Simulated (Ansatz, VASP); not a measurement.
# KF: VASP beside Ansatz

File POSCAR:

```
KF
1.0
    3.2589550000      0.0000000000      0.0000000000
    0.0000000000      3.2589550000      0.0000000000
    0.0000000000      0.0000000000      3.2589550000
K F
1 1
Direct
    0.0000000000      0.0000000000      0.0000000000
    0.5000000000      0.5000000000      0.5000000000
```

INCAR.step1

```
SYSTEM = KF
ALGO = Normal
EDIFF = 1E-5
ENCUT = 520
GGA = PE
ISIF = 2
ISMEAR = 0
LASPH = .TRUE.
LCHARG = .FALSE.
LREAL = .FALSE.
LWAVE = .TRUE.
NBANDS = 15
NELM = 100
PREC = Accurate
SIGMA = 0.01
```

The input INCAR.step2:

```
SYSTEM = KF
AEXX = 0.25
ALGO = Normal
EDIFF = 1E-6
ENCUT = 520
GGA = PS
HFSCREEN = 0.207
ISIF = 2
ISMEAR = 0
ISTART = 1
LASPH = .TRUE.
LCHARG = .FALSE.
LHFCALC = .TRUE.
LREAL = .FALSE.
LWAVE = .FALSE.
NBANDS = 15
NELM = 100
PREC = Accurate
PRECFOCK = Normal
SIGMA = 0.01
```

Contents of KPOINTS:

```
k-points
0
G
  5 5 5
  0 0 0
```

The input input.yaml:

```yaml
crystal:
  lattice:
    - [3.258955, 0.0, 0.0]
    - [0.0, 3.258955, 0.0]
    - [0.0, 0.0, 3.258955]
  atoms:
    - { symbol: K, position: [0.0, 0.0, 0.0] }
    - { symbol: F, position: [0.5, 0.5, 0.5] }
hamiltonian:
  xc:
    exchange: hjs_pbesol
    correlation: pbesol
    exx: { coeff: 0.25, omega: 0.207 }
  pseudopotentials: { kind: paw }
kpoints:
  mp_grid: { grid: [5, 5, 5] }
scf:
  occupations: { method: fixed }
output:
  forces: true
  stress: true
  eigenvalues: true
  write_density: true
  write_potential: true
  elf: true
  volumetric_format: npy
```

The cell comes from a database or a generator and needn't be the stable form of this composition.

Alike in both runs: functional PBEsol-based screened hybrid; k mesh 5 × 5 × 5; no spin polarisation.

|  | VASP | Ansatz |
| --- | --- | --- |
| version | VASP 6.6.1 | Ansatz 0.2.0 |
| potentials or method | VASP PAW PBE potentials, release 64 (K_sv, F) | Ansatz PAW |
| plane-wave cutoff (eV) | 520 | 420 |
| occupations | gaussian, width 0.01 eV | fixed |
| valence electrons in the cell | 16 | 16 |
| task | single point | electrostatic potential |

Ansatz gave:

```
gap on the k mesh at the Fermi level (eV) : 8.23
least direct gap on the mesh (eV)         : 8.25
pressure (GPa)                            : -3.1
```

Q: What did VASP give for the same quantities?

A: gap on the k mesh at the Fermi level (eV): 8.21; least direct gap on the mesh (eV): 8.23; pressure (GPa): -3.0.

Caveats: the PAW data sets were made with another functional, which shifts forces and pressure a little (VASP); an odd mesh through Γ misses points on the zone boundary, where band edges often lie (VASP); odd divisions of the mesh miss points on the zone boundary, where band edges often lie, so the gap on the mesh can be too wide (Ansatz); the PAW data sets come from PBE, with cores solved anew for the run's functional, which leaves a small shift of forces and pressure (Ansatz); the thresholds are loose for stress (Ansatz).
